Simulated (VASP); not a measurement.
Set up this calculation in VASP 6.6.1, as the native input.

| Item | Value |
| --- | --- |
| Task | relaxation of the atoms |
| Functional | PBE |
| Dispersion | D4 |
| Potentials or basis | VASP PAW PBE potentials, release 64 (Co) |
| Cutoff | 520 eV |
| k mesh | 9 × 9 × 1 |
| Occupations | fermi-dirac, width 0.05 eV |
| Spin | collinear spin, ferromagnetic start |
| Starting moments | [2.0, 2.0, 2.0, 2.0, 2.0] μB |
| Dipole correction | yes |
| Atoms held fixed (from 0) | [0, 1] |
| Further INCAR settings | ALGO = Normal; EDIFF = 1e-06; IBRION = 2; EDIFFG = -0.005; NSW = 60 |

The structure of Co lies in POSCAR:

```
Co
1.0
    2.4873648738      0.0000000000      0.0000000000
   -1.2436824369      2.1541211692      0.0000000000
    0.0000000000      0.0000000000     23.1265790068
Co
5
Selective dynamics
Direct
    0.6666666700      0.3333333400      0.3243021805  F F F
    0.3333333300      0.6666666600      0.4086859779  F F F
    0.6666666700      0.3333333400      0.5000000000  T T T
    0.3333333300      0.6666666600      0.5843837973  T T T
    0.6666666700      0.3333333400      0.6756978195  T T T
```

The slab is cut from a database's or a generator's crystal, which needn't be the stable form of the element.

One way to write it, as run:

INCAR

```
SYSTEM = Co
PREC = Accurate
ENCUT = 520
EDIFF = 1E-6
ISMEAR = -1
SIGMA = 0.05
LREAL = .False.
LASPH = .True.
NELM = 150
ALGO = Normal
ISIF = 2
LWAVE = .False.
LCHARG = .False.
ISPIN = 2
MAGMOM = 2 2 2 2 2
LORBIT = 11
LMAXMIX = 4
LDIPOL = .True.
IDIPOL = 3
DIPOL = 0.5 0.5 0.499
GGA = PE
IVDW = 13
IBRION = 2
NSW = 60
EDIFFG = -0.005
```

KPOINTS

```
regular mesh
0
Gamma
  9 9 1
  0 0 0
```

Potentials or basis: VASP PAW PBE potentials, release 64 (Co).

Run with:

```console
$ cat potpaw_PBE.64/Co/POTCAR > POTCAR
$ mpirun -np 1 vasp_std > vasp.out
```

It gave:

```
Energy gained by relaxing                             : 20.3 meV/atom
Ionic steps                                           : 21
Band gap on the k mesh                                : none (metal or under the smearing width)
Net moment                                            : 7.97 μB per cell
Site moments                                          : Co +1.68, +1.59, +1.52, +1.58 μB
Valence electrons inside the program's atomic spheres : Co 8.15, 8.32, 8.31, 8.16
Dispersion energy per atom                            : -0.353 eV
```

Wall time 25 min on 1 thread of Intel(R) Xeon(R) 6975P-C (Granite Rapids), on a shared host, peak memory 0.3 GiB.
